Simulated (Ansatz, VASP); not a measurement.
## SnH5: VASP beside Ansatz

```
Sn H
1.0
     3.13659    0.00000    0.00000
    -1.56829    2.71636    0.00000
     0.00000    0.00000    5.97826
Sn H
1 5
Direct
  0.00000 0.00000 0.50000
  0.00000 0.00000 0.17503
  0.00000 0.00000 0.82497
  0.00000 0.00000 0.00000
  0.33333 0.66667 0.00000
  0.66667 0.33333 0.00000
```

Alike in both runs: task relaxation of cell and atoms; functional PBE; k mesh 15 × 15 × 6; occupations gaussian, width 0.1 eV; no spin polarisation.

|  | VASP | Ansatz |
| --- | --- | --- |
| version | VASP 6.6.1 | Ansatz 0.2.0 |
| potentials or method | VASP PAW PBE potentials, release 64 (Sn_d, H) | scalar-relativistic, plane waves, PAW |
| plane-wave cutoff (eV) | 600 | 420 |
| valence electrons in the cell | 19 | 19 |

```tsv
	VASP	Ansatz	Ansatz less VASP
gap on the k mesh at the Fermi level, each at its own relaxed structure (eV)	none	none	-
relaxed volume (Å³/atom)	8.45	8.46	+0.017
relaxed cell length with the largest relative difference (Å)	3.137	3.140	+0.0032
```

A gap of «none» marks a metal or a gap that the smearing closes.
